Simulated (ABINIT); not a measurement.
Ce:

```xyz
1
Lattice="-1.9433 1.9433 1.9433 1.9433 -1.9433 1.9433 1.9433 1.9433 -1.9433" Properties=species:S:1:pos:R:3 pbc="T T T"
Ce    0.0000    0.0000    0.0000
```

This isn't the form of Ce at room conditions, which is fcc.

Base run:

- Program: ABINIT 10.8.3 (patched build)
- Functional: PBE
- Potentials or basis: JTH PAW PBE v2.0
- Cutoff: 544 eV
- k mesh: 10 × 10 × 10
- Occupations: fermi-dirac, width 0.05 eV
- Spin: collinear spin, ferromagnetic start
- Starting moments: [1.0] μB

Its results: band gap on the k mesh none (metal or under the smearing width); pressure -1.4 GPa; net moment 0.00 μB per cell.

**Question.** The run is repeated on the same cell with these changes: moments at the start from [1.0] to [2.5]. What comes out?

**Answer.** Band gap on the k mesh none (metal or under the smearing width); pressure 0.0 GPa; net moment 0.98 μB per cell; site moments Ce +0.73 μB.

Caveats: the magnetic or orbital state may not be the lowest; spin-orbit coupling is left out, which moves the levels of the heavy elements.
